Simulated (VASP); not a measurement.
A run of VASP 6.6.1 is set up as follows.

The input POSCAR:

```
PbSe
1.0
    0.0000000000      3.0621500000      3.0621500000
    3.0621500000      0.0000000000      3.0621500000
    3.0621500000      3.0621500000      0.0000000000
Pb Se
1 1
Direct
    0.0000000000      0.0000000000      0.0000000000
    0.5000000000      0.5000000000      0.5000000000
```

Contents of INCAR.step1:

```
PREC = Accurate
ENCUT = 520
EDIFF = 1E-6
ISMEAR = 0
SIGMA = 0.02
LREAL = False
LASPH = True
NELM = 80
ALGO = Normal
ISIF = 2
LWAVE = False
LCHARG = True
LNONCOLLINEAR = True
MAGMOM = 0 0 0 0 0 0
LORBIT = 11
LSORBIT = True
GGA_COMPAT = False
GGA = PE
```

KPOINTS.step1

```
Automatic mesh
0
Gamma
  8 8 8
```

The input INCAR.step2:

```
PREC = Accurate
ENCUT = 520
EDIFF = 1E-6
ISMEAR = 0
SIGMA = 0.05
LREAL = False
LASPH = True
NELM = 80
ALGO = Normal
ISIF = 2
LWAVE = False
LCHARG = False
LNONCOLLINEAR = True
MAGMOM = 0 0 0 0 0 0
LORBIT = 11
LSORBIT = True
GGA_COMPAT = False
GGA = PE
ICHARG = 11
```

The input KPOINTS.step2:

```
path GXWKGLUWLK,UX
10
line-mode
reciprocal
 0.0000000000  0.0000000000  0.0000000000  G
 0.5000000000  0.0000000000  0.5000000000  X

 0.5000000000  0.0000000000  0.5000000000  X
 0.5000000000  0.2500000000  0.7500000000  W

 0.5000000000  0.2500000000  0.7500000000  W
 0.3750000000  0.3750000000  0.7500000000  K

 0.3750000000  0.3750000000  0.7500000000  K
 0.0000000000  0.0000000000  0.0000000000  G

 0.0000000000  0.0000000000  0.0000000000  G
 0.5000000000  0.5000000000  0.5000000000  L

 0.5000000000  0.5000000000  0.5000000000  L
 0.6250000000  0.2500000000  0.6250000000  U

 0.6250000000  0.2500000000  0.6250000000  U
 0.5000000000  0.2500000000  0.7500000000  W

 0.5000000000  0.2500000000  0.7500000000  W
 0.5000000000  0.5000000000  0.5000000000  L

 0.5000000000  0.5000000000  0.5000000000  L
 0.3750000000  0.3750000000  0.7500000000  K

 0.6250000000  0.2500000000  0.6250000000  U
 0.5000000000  0.0000000000  0.5000000000  X
```

Potentials or basis: VASP PAW PBE potentials, release 64 (Pb_d, Se).

The run is started by

```console
$ cat potpaw_PBE.64/Pb_d/POTCAR potpaw_PBE.64/Se/POTCAR > POTCAR
$ cp INCAR.step1 INCAR
$ cp KPOINTS.step1 KPOINTS
$ mpirun -np 1 vasp_ncl > vasp.out
$ cp INCAR.step2 INCAR
$ cp KPOINTS.step2 KPOINTS
$ mpirun -np 1 vasp_ncl > vasp.out
```

Question: Predict the net moment.

Answer: 0.00 μB per cell.

Moments on the atoms (μB; x, y, z):
```
Pb  0.00 0.00 0.00
Se  0.00 0.00 0.00
```
